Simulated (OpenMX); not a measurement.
**SnO in OpenMX: the effect of dispersion**

Crystal: SnO.

```xyz
4
Lattice="3.8137 0.0000 0.0000 0.0000 3.8137 0.0000 0.0000 0.0000 4.8869" Properties=species:S:1:pos:R:3 pbc="T T T"
Sn    1.9068    0.0000    3.7367
Sn    0.0000    1.9068    1.1503
O     0.0000    0.0000    0.0000
O     1.9068    1.9068    0.0000
```

The cell is a database's computed one.

Alike in all runs:

| Property | Result |
| --- | --- |
| Program | OpenMX 3.8.5 |
| Task | single point |
| Functional | PBE |
| Potentials or basis | OpenMX 2013 PBE set, Sn7.0-s3p2d2, O6.0-s2p2d1, grid cutoff 500 Ry |
| k mesh | 5 × 5 × 5 |
| Occupations | fermi-dirac, width 0.05 eV |
| Spin | no spin polarisation |

| dispersion | pressure (GPa) | largest force (eV/Å) |
| --- | --- | --- |
| none | 7.8 | 1.20 |
| D3 | ? | ? |
| D3(BJ) | 5.8 | 1.21 |
| D4 | 5.6 | 1.22 |

Question: What does the run with dispersion D3 give?

Answer: Pressure 6.5 GPa; largest force 1.21 eV/Å.

Caveats: the basis of atomic orbitals isn't converged, which shifts pressures, moduli and gaps; forces of over 1 eV/Å show positions far from the minimum, so gaps and moduli don't describe the material at rest.
